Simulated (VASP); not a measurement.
# DyScO3 (Pnma) in VASP: further runs

One crystal, DyScO3, is run at these levels: PBE, PBEsol; tasks: relaxation of cell and atoms.

All numbers are computed with VASP 6.6.1; they aren't measurements. Logs are shortened: lines on timing, memory, paths and dates and some standing lists are left out, and cuts for length are marked.

### 1 The crystal as given

The structure is orthorhombic, space group Pnma (No. 62). Conventional cell: a = 5.726 Å, b = 7.913 Å, c = 5.449 Å, α = 90.00°, β = 90.00°, γ = 90.00°. Dy (site symmetry m) has 6 O at 2.27 to 2.59 Å as nearest neighbours. Sc (site symmetry -1) has 6 O at 2.07 to 2.11 Å as nearest neighbours. O (site symmetry 1) has 2 Sc at 2.07 to 2.09 Å and 1 Dy at 2.31 Å as nearest neighbours. O (site symmetry m) has 2 Sc at 2.11 Å and 2 Dy at 2.27 to 2.32 Å as nearest neighbours.

### 2 Relaxation of cell and atoms, PBE

The input, INCAR:

```
SYSTEM = DyScO3
PREC = Accurate
ENCUT = 600
EDIFF = 1E-6
ISMEAR = 0
SIGMA = 0.05
LREAL = .False.
LASPH = .True.
NELM = 150
ALGO = Fast
ISIF = 3
LWAVE = .False.
LCHARG = .False.
GGA = PE
IBRION = 2
NSW = 40
EDIFFG = -0.01
```

The input, KPOINTS:

```
regular mesh
0
Gamma
  4 3 4
  0 0 0
```

The input, POSCAR:

```
DyScO3
1.0
    5.7263000000      0.0000000000      0.0000000000
    0.0000000000      7.9132000000      0.0000000000
    0.0000000000      0.0000000000      5.4494000000
Dy Sc O
4 4 12
Direct
    0.9393000000      0.2500000000      0.0172000000
    0.0607000000      0.7500000000      0.9828000000
    0.5607000000      0.7500000000      0.5172000000
    0.4393000000      0.2500000000      0.4828000000
    0.5000000000      0.0000000000      0.0000000000
    0.5000000000      0.5000000000      0.0000000000
    0.0000000000      0.0000000000      0.5000000000
    0.0000000000      0.5000000000      0.5000000000
    0.3040000000      0.9392000000      0.6926000000
    0.6960000000      0.4392000000      0.3074000000
    0.1960000000      0.0608000000      0.1926000000
    0.8040000000      0.5608000000      0.8074000000
    0.6960000000      0.0608000000      0.3074000000
    0.3040000000      0.5608000000      0.6926000000
    0.8040000000      0.9392000000      0.8074000000
    0.1960000000      0.4392000000      0.1926000000
    0.5550000000      0.2500000000      0.8804000000
    0.4450000000      0.7500000000      0.1196000000
    0.9450000000      0.7500000000      0.3804000000
    0.0550000000      0.2500000000      0.6196000000
```

Potentials or basis: VASP PAW PBE potentials, release 64 (Dy_3, Sc_sv, O), 4f in core.

Run with:

```
cat potpaw_PBE.64/Dy_3/POTCAR potpaw_PBE.64/Sc_sv/POTCAR potpaw_PBE.64/O/POTCAR > POTCAR
mpirun -np 1 vasp_std > vasp.out
```

OUTCAR:

```text
SYSTEM = DyScO3
   PREC = Accurate
   ENCUT = 600
   EDIFF = 1E-6
   ISMEAR = 0
   LREAL = .False.
   LASPH = .True.
   NELM = 150
   ISIF = 3
   GGA = PE
   IBRION = 2
   NSW = 40
   EDIFFG = -0.01

 ion  position               nearest neighbor table
   1  0.939  0.250  0.017-  20 2.27  16 2.31  11 2.31  17 2.32  13 2.59  10 2.59  15 2.82  12 2.82
                             5 3.20   6 3.20   7 3.31   8 3.31   7 3.46   8 3.46
   2  0.061  0.750  0.983-  19 2.27  15 2.31  12 2.31  18 2.32  14 2.59   9 2.59  11 2.82  16 2.82
                             5 3.20   6 3.20   7 3.31   8 3.31   7 3.46   8 3.46
   3  0.561  0.750  0.517-  18 2.27  14 2.31   9 2.31  19 2.32  12 2.59  15 2.59  10 2.82  13 2.82
                             7 3.20   8 3.20   5 3.31   6 3.31   5 3.46   6 3.46
   4  0.439  0.250  0.483-  17 2.27  13 2.31  10 2.31  20 2.32  11 2.59  16 2.59  14 2.82   9 2.82
                             7 3.20   8 3.20   5 3.31   6 3.31   5 3.46   6 3.46
   5  0.500  0.000  0.000-   9 2.07  13 2.07  11 2.09  15 2.09  17 2.11  18 2.11   1 3.20   2 3.20
                             3 3.31   4 3.31   3 3.46   4 3.46
   6  0.500  0.500  0.000-  10 2.07  14 2.07  12 2.09  16 2.09  17 2.11  18 2.11   1 3.20   2 3.20
                             3 3.31   4 3.31   3 3.46   4 3.46
   7  0.000  0.000  0.500-  11 2.07  15 2.07  13 2.09   9 2.09  19 2.11  20 2.11   3 3.20   4 3.20
                             1 3.31   2 3.31   1 3.46   2 3.46
   8  0.000  0.500  0.500-  12 2.07  16 2.07  14 2.09  10 2.09  19 2.11  20 2.11   3 3.20   4 3.20
                             1 3.31   2 3.31   1 3.46   2 3.46
   9  0.304  0.939  0.693-   5 2.07   7 2.09   3 2.31   2 2.59   4 2.82
  10  0.696  0.439  0.307-   6 2.07   8 2.09   4 2.31   1 2.59   3 2.82
  11  0.196  0.061  0.193-   7 2.07   5 2.09   1 2.31   4 2.59   2 2.82
  12  0.804  0.561  0.807-   8 2.07   6 2.09   2 2.31   3 2.59   1 2.82
  13  0.696  0.061  0.307-   5 2.07   7 2.09   4 2.31   1 2.59   3 2.82
  14  0.304  0.561  0.693-   6 2.07   8 2.09   3 2.31   2 2.59   4 2.82
  15  0.804  0.939  0.807-   7 2.07   5 2.09   2 2.31   3 2.59   1 2.82
  16  0.196  0.439  0.193-   8 2.07   6 2.09   1 2.31   4 2.59   2 2.82
  17  0.555  0.250  0.880-   5 2.11   6 2.11   4 2.27   1 2.32
  18  0.445  0.750  0.120-   5 2.11   6 2.11   3 2.27   2 2.32
  19  0.945  0.750  0.380-   7 2.11   8 2.11   2 2.27   3 2.32
  20  0.055  0.250  0.620-   7 2.11   8 2.11   1 2.27   4 2.32

  LATTYP: Found a simple orthorhombic cell.
 ALAT       =     5.4494000000
 B/A-ratio  =     1.0508129335
 C/A-ratio  =     1.4521231695

  Lattice vectors:

 A1 = (   0.0000000000,   0.0000000000,   5.4494000000)
 A2 = (   5.7263000000,   0.0000000000,   0.0000000000)
 A3 = (   0.0000000000,   7.9132000000,   0.0000000000)

Analysis of symmetry for initial positions (statically):
=====================================================================
 Subroutine PRICEL returns:
 Original cell was already a primitive cell.

 Routine SETGRP: Setting up the symmetry group for a
 simple orthorhombic supercell.

 Subroutine GETGRP returns: Found  8 space group operations
[... 185 lines left out ...]
 maximum number of plane-waves:      8266
 NGX is ok and might be reduce to    48
   NGX = 23   NGY = 31   NGZ = 21

--------------------------------------- Ionic step        1  -------------------------------------------

 number of electron     152.0000015 magnetization

 Free energy of the ion-electron system (eV)
  ---------------------------------------------------
  ext. energy  EPLUGINS =         0.00000000
  ---------------------------------------------------
  free energy    TOTEN  =      -173.43161356 eV

  energy without entropy =     -173.43161356  energy(sigma->0) =     -173.43161356

------------------------ aborting loop because EDIFF is reached ----------------------------------------

  FORCE on cell =-STRESS in cart. coord.  units (eV):
  Direction    XX          YY          ZZ          XY          YZ          ZX
  --------------------------------------------------------------------------------------
  -------------------------------------------------------------------------------------
  Total        2.8869213      2.3823573      2.5874181      0.0000000      0.0000000     -0.0000000
  in kB       18.7314156     15.4576176     16.7881281      0.0000000      0.0000000     -0.0000000
  external PRESSURE =      16.9923871 kB  Pullay stress =       0.0000000 kB
[... 143 lines left out ...]
  FREE ENERGIE OF THE ION-ELECTRON SYSTEM (eV)
  ---------------------------------------------------
  free  energy   TOTEN  =      -173.5749363961 eV

  energy  without entropy=     -173.5749363961  energy(sigma->0) =     -173.57493640

[... ionic steps 4 to 17 ...]

--------------------------------------- Ionic step       18  -------------------------------------------

 number of electron     152.0000012 magnetization

------------------------ aborting loop because EDIFF is reached ----------------------------------------
[... 103 lines left out ...]
--------------------------------------- Ionic step       20  -------------------------------------------

 number of electron     152.0000013 magnetization

 Free energy of the ion-electron system (eV)
  ---------------------------------------------------
  ext. energy  EPLUGINS =         0.00000000
  ---------------------------------------------------
  free energy    TOTEN  =      -173.64571814 eV

  energy without entropy =     -173.64571814  energy(sigma->0) =     -173.64571814

 E-fermi :   2.7732     XC(G=0): -11.2079

 val. band max:        2.5209685719   @ k =   0.0000   0.0000   0.0000
 cond. band min:       6.9964150931   @ k =   0.0000   0.0000   0.0000
 fundamental gap:      4.4754465212
 Fermi energy:         2.7732494399

 k-point     1 :       0.0000    0.0000    0.0000
  band No.  band energies     occupation
      1     -44.4309      2.00000
      2     -44.4283      2.00000
      3     -44.4244      2.00000
      4     -44.4217      2.00000
      5     -23.2917      2.00000
      6     -23.2816      2.00000
[... 1627 lines left out ...]
     87       8.2789      0.00000
     88       8.2789      0.00000
 [bands above 88 left out]

------------------------ aborting loop because EDIFF is reached ----------------------------------------

  FORCE on cell =-STRESS in cart. coord.  units (eV):
  Direction    XX          YY          ZZ          XY          YZ          ZX
  --------------------------------------------------------------------------------------
  -------------------------------------------------------------------------------------
  Total        0.0220900      0.0716038      0.0904294      0.0000000      0.0000000      0.0000000
  in kB        0.1416593      0.4591833      0.5799094      0.0000000      0.0000000      0.0000000
  external PRESSURE =       0.3935840 kB  Pullay stress =       0.0000000 kB
[... 35 lines left out ...]
  FREE ENERGIE OF THE ION-ELECTRON SYSTEM (eV)
  ---------------------------------------------------
  free  energy   TOTEN  =      -173.6457181353 eV

  energy  without entropy=     -173.6457181353  energy(sigma->0) =     -173.64571814

 reached required accuracy - stopping structural energy minimisation
```

CONTCAR:

```text
DyScO3
   1.00000000000000
     5.7432439652648268    0.0000000000000000   -0.0000000000000000
     0.0000000000000000    7.9832375348155198    0.0000000000000000
     0.0000000000000000    0.0000000000000000    5.4490899622569868
  Dy              Sc              O
     4     4    12
Direct
     0.9378132463021606    0.2500000000000000    0.0204286397964718
     0.0621867536978394    0.7500000000000000    0.9795713602035282
     0.5621867536978394    0.7500000000000000    0.5204286397964718
     0.4378132463021606    0.2500000000000000    0.4795713602035281
     0.5000000000000000    0.0000000000000000    0.0000000000000000
     0.5000000000000000    0.5000000000000000    0.0000000000000000
[... 12 lines left out ...]
     0.9427604616660875    0.7500000000000000    0.3689580134676693
     0.0572395383339123    0.2500000000000000    0.6310419865323307

  0.00000000E+00  0.00000000E+00  0.00000000E+00
  0.00000000E+00  0.00000000E+00  0.00000000E+00
  0.00000000E+00  0.00000000E+00  0.00000000E+00
  0.00000000E+00  0.00000000E+00  0.00000000E+00
  0.00000000E+00  0.00000000E+00  0.00000000E+00
  0.00000000E+00  0.00000000E+00  0.00000000E+00
[... 12 lines left out ...]
  0.00000000E+00  0.00000000E+00  0.00000000E+00
  0.00000000E+00  0.00000000E+00  0.00000000E+00
```

Wall time 3.3 h (1 thread of Intel Xeon Platinum 8259CL at 2.50GHz (Skylake/Cascade Lake), shared host); peak memory 0.65 GiB.

Results:

* Free energy: -173.6457 eV
* Relaxed volume: 12.49 Å³/atom
* Relaxed cell: a = 5.743 Å, b = 7.983 Å, c = 5.449 Å, α = 90.00°, β = 90.00°, γ = 90.00°
* Space group after relaxing (to 0.05 Å): Pnma (No. 62)
* Energy gained by relaxing: 10.7 meV/atom
* Ionic steps: 20
* Pressure after relaxing: 0.0 GPa
* Largest force after relaxing: 0.007 eV/Å
* Band gap on the k mesh: 4.48 eV, direct

Forces on the atoms (eV/Å):
```
Dy  -0.001  0.000  0.000
Dy   0.001  0.000  0.000
Dy   0.001  0.000  0.000
Dy  -0.001  0.000  0.000
Sc   0.000  0.000  0.000
Sc   0.000  0.000  0.000
Sc   0.000  0.000  0.000
Sc   0.000  0.000  0.000
O   -0.005 -0.001 -0.001
O    0.005 -0.001  0.001
O    0.005  0.001 -0.001
O   -0.005  0.001  0.001
O    0.005  0.001  0.001
O   -0.005  0.001 -0.001
O   -0.005 -0.001  0.001
O    0.005 -0.001 -0.001
O    0.007  0.000 -0.001
O   -0.007  0.000  0.001
O   -0.007  0.000 -0.001
O    0.007  0.000  0.001
```

Step by step:
| step | energy change (eV) | largest force (eV/Å) | pressure (GPa) | volume (Å³) |
| --- | --- | --- | --- | --- |
| 1 | 0.0000 | 0.5899 | 1.70 | 246.93 |
| 2 | -0.1363 | 0.3057 | -1.49 | 251.64 |
| 3 | -0.1433 | 0.2491 | -2.34 | 252.94 |
| 4 | -0.1945 | 0.2038 | 0.85 | 248.89 |
| 5 | -0.1995 | 0.1531 | -0.01 | 249.82 |
| 6 | -0.2057 | 0.0886 | 0.08 | 249.70 |
| 7 | -0.2074 | 0.0541 | 0.14 | 249.61 |
| 8 | -0.2103 | 0.0381 | -0.17 | 250.02 |
| 9 | -0.2107 | 0.0377 | -0.26 | 250.17 |
| 10 | -0.2103 | 0.0366 | -0.47 | 250.49 |
| 11 | -0.2107 | 0.0385 | -0.34 | 250.26 |
| 12 | -0.2117 | 0.0283 | 0.16 | 249.53 |
| 13 | -0.2118 | 0.0297 | 0.05 | 249.70 |
| 14 | -0.2125 | 0.0244 | 0.07 | 249.69 |
| 15 | -0.2130 | 0.0258 | 0.08 | 249.67 |
| 16 | -0.2135 | 0.0183 | -0.01 | 249.89 |
| 17 | -0.2137 | 0.0141 | -0.14 | 250.05 |
| 18 | -0.2140 | 0.0112 | 0.08 | 249.79 |
| 19 | -0.2140 | 0.0119 | 0.04 | 249.82 |
| 20 | -0.2141 | 0.0067 | 0.04 | 249.84 |

Final structure:
```
CELL_PARAMETERS angstrom
5.74324 0.00000 0.00000
0.00000 7.98324 0.00000
0.00000 0.00000 5.44909
ATOMIC_POSITIONS crystal
Dy 0.93781 0.25000 0.02043
Dy 0.06219 0.75000 0.97957
Dy 0.56219 0.75000 0.52043
Dy 0.43781 0.25000 0.47957
Sc 0.50000 0.00000 0.00000
Sc 0.50000 0.50000 0.00000
Sc 0.00000 0.00000 0.50000
Sc 0.00000 0.50000 0.50000
O 0.30622 0.93132 0.69125
O 0.69378 0.43132 0.30875
O 0.19378 0.06868 0.19125
O 0.80622 0.56868 0.80875
O 0.69378 0.06868 0.30875
O 0.30622 0.56868 0.69125
O 0.80622 0.93132 0.80875
O 0.19378 0.43132 0.19125
O 0.55724 0.25000 0.86896
O 0.44276 0.75000 0.13104
O 0.94276 0.75000 0.36896
O 0.05724 0.25000 0.63104
```

Levels at points of the mesh, in eV from the valence-band top:
```csv
k point,band 74,band 75,band 76,band 77,band 78,band 79
"(0.00, 0.00, 0.00)",-0.19,-0.11,0.00,4.48,4.56,4.59
"(0.50, 0.00, 0.00)",-0.36,-0.28,-0.28,4.84,4.84,4.96
"(0.00, 0.00, 0.50)",-0.34,-0.31,-0.31,4.73,4.73,4.78
"(0.50, 0.00, 0.50)",-0.47,-0.24,-0.24,4.58,4.58,4.65
```

Caveat: spin-orbit coupling is left out, which moves the levels of the heavy elements; an odd mesh through Γ misses points on the zone boundary, where band edges often lie; the 4f electrons are frozen in the core as for a trivalent ion, so they carry no moment and show no levels. Spin polarisation is off, so any magnetic state and its effect on volume and gap are missing.

### 3 Relaxation of cell and atoms, PBEsol

The input, INCAR:

```
SYSTEM = DyScO3
ALGO = Normal
EDIFF = 1E-6
EDIFFG = -0.01
ENCUT = 600
GGA = PS
IBRION = 2
ISIF = 3
ISMEAR = 0
LASPH = .TRUE.
LCHARG = .FALSE.
LREAL = .FALSE.
LWAVE = .FALSE.
NELM = 150
NSW = 60
PREC = Accurate
SIGMA = 0.05
```

The input, KPOINTS:

```
k-points
0
G
  4 3 4
  0 0 0
```

POSCAR is that of step 2.

Potentials or basis: VASP PAW PBE potentials, release 64 (Dy_3, Sc_sv, O), 4f in core.

Run with:

```
cat potpaw_PBE.64/Dy_3/POTCAR potpaw_PBE.64/Sc_sv/POTCAR potpaw_PBE.64/O/POTCAR > POTCAR
mpirun -np 1 vasp_std > vasp.out
```

OUTCAR:

```text
SYSTEM = DyScO3
   EDIFF = 1E-6
   EDIFFG = -0.01
   ENCUT = 600
   GGA = PS
   IBRION = 2
   ISIF = 3
   ISMEAR = 0
   LASPH = .TRUE.
   LREAL = .FALSE.
   NELM = 150
   NSW = 60
   PREC = Accurate

 ion  position               nearest neighbor table
   1  0.939  0.250  0.017-  20 2.27  16 2.31  11 2.31  17 2.32  13 2.59  10 2.59  15 2.82  12 2.82
                             5 3.20   6 3.20   7 3.31   8 3.31   7 3.46   8 3.46
   2  0.061  0.750  0.983-  19 2.27  15 2.31  12 2.31  18 2.32  14 2.59   9 2.59  11 2.82  16 2.82
                             5 3.20   6 3.20   7 3.31   8 3.31   7 3.46   8 3.46
   3  0.561  0.750  0.517-  18 2.27  14 2.31   9 2.31  19 2.32  12 2.59  15 2.59  10 2.82  13 2.82
                             7 3.20   8 3.20   5 3.31   6 3.31   5 3.46   6 3.46
   4  0.439  0.250  0.483-  17 2.27  13 2.31  10 2.31  20 2.32  11 2.59  16 2.59  14 2.82   9 2.82
                             7 3.20   8 3.20   5 3.31   6 3.31   5 3.46   6 3.46
   5  0.500  0.000  0.000-   9 2.07  13 2.07  11 2.09  15 2.09  17 2.11  18 2.11   1 3.20   2 3.20
                             3 3.31   4 3.31   3 3.46   4 3.46
[... 524 lines left out ...]
 cond. band min:       7.1223743504   @ k =   0.0000   0.0000   0.0000
 fundamental gap:      4.4997073141
 Fermi energy:         2.8704317394

 k-point     1 :       0.0000    0.0000    0.0000
  band No.  band energies     occupation
      1     -43.8904      2.00000
      2     -43.8869      2.00000
      3     -43.8822      2.00000
      4     -43.8786      2.00000
      5     -22.9366      2.00000
      6     -22.9171      2.00000
[... 1627 lines left out ...]
     87       8.5298      0.00000
     88       8.5298      0.00000
 [bands above 88 left out]

------------------------ aborting loop because EDIFF is reached ----------------------------------------

  FORCE on cell =-STRESS in cart. coord.  units (eV):
  Direction    XX          YY          ZZ          XY          YZ          ZX
  --------------------------------------------------------------------------------------
  -------------------------------------------------------------------------------------
  Total        0.0346944      0.0689859      0.1208719      0.0000000      0.0000000      0.0000000
  in kB        0.2306852      0.4586916      0.8036847      0.0000000      0.0000000      0.0000000
  external PRESSURE =       0.4976872 kB  Pullay stress =       0.0000000 kB
[... 35 lines left out ...]
  FREE ENERGIE OF THE ION-ELECTRON SYSTEM (eV)
  ---------------------------------------------------
  free  energy   TOTEN  =      -181.5216659007 eV

  energy  without entropy=     -181.5216659007  energy(sigma->0) =     -181.52166590

 reached required accuracy - stopping structural energy minimisation
```

Wall time 64 min (1 thread of Intel Xeon 6975P-C (Granite Rapids), shared host); peak memory 0.69 GiB.

Results:

```yaml
Free_energy: -181.5217 eV
Relaxed_volume: 12.05 Å³/atom
Relaxed_cell: a = 5.690 Å, b = 7.864 Å, c = 5.385 Å, α = 90.00°, β = 90.00°, γ = 90.00°
Space_group_after_relaxing_to_0.05_Å: Pnma (No. 62)
Energy_gained_by_relaxing: 14.4 meV/atom
Ionic_steps: 18
Pressure_after_relaxing: 0.0 GPa
Largest_force_after_relaxing: 0.010 eV/Å
Band_gap_on_the_k_mesh: 4.50 eV, direct
```

Forces in eV/Å, atoms in the order of the input:
```
Dy   0.007  0.000  0.005
Dy  -0.007  0.000 -0.005
Dy  -0.007  0.000  0.005
Dy   0.007  0.000 -0.005
Sc   0.000  0.000  0.000
Sc   0.000  0.000  0.000
Sc   0.000  0.000  0.000
Sc   0.000  0.000  0.000
O   -0.004  0.002  0.007
O    0.004  0.002 -0.007
O    0.004 -0.002  0.007
O   -0.004 -0.002 -0.007
O    0.004 -0.002 -0.007
O   -0.004 -0.002  0.007
O   -0.004  0.002 -0.007
O    0.004  0.002  0.007
O    0.008  0.000  0.005
O   -0.008  0.000 -0.005
O   -0.008  0.000  0.005
O    0.008  0.000 -0.005
```

Step by step:
| step | energy change (eV) | largest force (eV/Å) | pressure (GPa) | volume (Å³) |
| --- | --- | --- | --- | --- |
| 1 | 0.0000 | 0.6015 | -4.51 | 246.93 |
| 2 | -0.1226 | 0.2958 | 5.18 | 234.72 |
| 3 | -0.1743 | 0.4087 | 1.54 | 238.92 |
| 4 | -0.2565 | 0.1894 | 0.73 | 240.04 |
| 5 | -0.2695 | 0.2001 | 0.28 | 240.70 |
| 6 | -0.2789 | 0.1079 | -0.41 | 241.56 |
| 7 | -0.2795 | 0.0931 | -0.61 | 241.82 |
| 8 | -0.2838 | 0.0739 | 0.36 | 240.62 |
| 9 | -0.2839 | 0.0742 | 0.20 | 240.78 |
| 10 | -0.2864 | 0.0298 | 0.06 | 240.90 |
| 11 | -0.2866 | 0.0295 | 0.01 | 240.95 |
| 12 | -0.2872 | 0.0213 | -0.01 | 241.01 |
| 13 | -0.2875 | 0.0201 | -0.07 | 241.07 |
| 14 | -0.2875 | 0.0340 | -0.14 | 241.19 |
| 15 | -0.2876 | 0.0261 | -0.12 | 241.13 |
| 16 | -0.2879 | 0.0188 | 0.05 | 240.94 |
| 17 | -0.2880 | 0.0161 | 0.11 | 240.85 |
| 18 | -0.2882 | 0.0097 | 0.05 | 240.96 |

Final structure:
```
Dy Sc O
1.0
     5.68997    0.00000    0.00000
     0.00000    7.86387    0.00000
     0.00000    0.00000    5.38522
Dy Sc O
4 4 12
Direct
  0.93545 0.25000 0.02077
  0.06455 0.75000 0.97923
  0.56455 0.75000 0.52077
  0.43545 0.25000 0.47923
  0.50000 0.00000 0.00000
  0.50000 0.50000 0.00000
  0.00000 0.00000 0.50000
  0.00000 0.50000 0.50000
  0.30651 0.93155 0.69043
  0.69349 0.43155 0.30957
  0.19349 0.06845 0.19043
  0.80651 0.56845 0.80957
  0.69349 0.06845 0.30957
  0.30651 0.56845 0.69043
  0.80651 0.93155 0.80957
  0.19349 0.43155 0.19043
  0.55640 0.25000 0.86893
  0.44360 0.75000 0.13107
  0.94360 0.75000 0.36893
  0.05640 0.25000 0.63107
```

Caveat: the PAW data sets were made with another functional, which shifts forces and pressure a little; spin-orbit coupling is left out, which moves the levels of the heavy elements; an odd mesh through Γ misses points on the zone boundary, where band edges often lie; the 4f electrons are frozen in the core as for a trivalent ion, so they carry no moment and show no levels.
